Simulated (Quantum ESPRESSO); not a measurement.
# V in Quantum ESPRESSO: the effect of Hubbard term

Crystal: V.

```
V
1.0
    -1.51435    1.51435    1.51435
     1.51435   -1.51435    1.51435
     1.51435    1.51435   -1.51435
V
1
Direct
  0.00000 0.00000 0.00000
```

Alike in all runs:

```yaml
Program: Quantum ESPRESSO 7.5
Task: Hubbard U by linear response
Functional: PBEsol
Potentials_or_basis: GBRV 1.5 PBEsol
Cutoff: 612 eV
Density_cutoff: 4898 eV
k_mesh: 8 × 8 × 8
Occupations: fermi-dirac, width 0.05 eV
Spin: collinear spin, ferromagnetic start
Starting_moments: "[2.0] μB"
Start_of_the_occupations: default
Hubbard_projectors: atomic
Mixing_beta: 0.3
Most_SCF_iterations: 120
SCF_threshold: 2e-10 Ry
q_mesh: 2 × 2 × 2
```

Q: One run gave: pressure -13.3 GPa; moment 0.00 μB. Which Hubbard term did it use?
A. V d U = 6.0 eV
B. V d U = 0.0001 eV
C. V d U = 8.0 eV

A: B.

```tsv
Hubbard term	pressure (GPa)	moment (μB)
V d U = 0.0001 eV	-13.3	0.00
V d U = 6.0 eV	69.9	4.21
V d U = 8.0 eV	71.5	4.43
```

Caveats: all runs use coarse meshes; the computed U isn't converged in cell size; the U is typed as a test and isn't derived for this compound; a pressure of tens of GPa on the cell as given is suspect, and the run, the potentials or the cell itself is likely at fault (some runs).
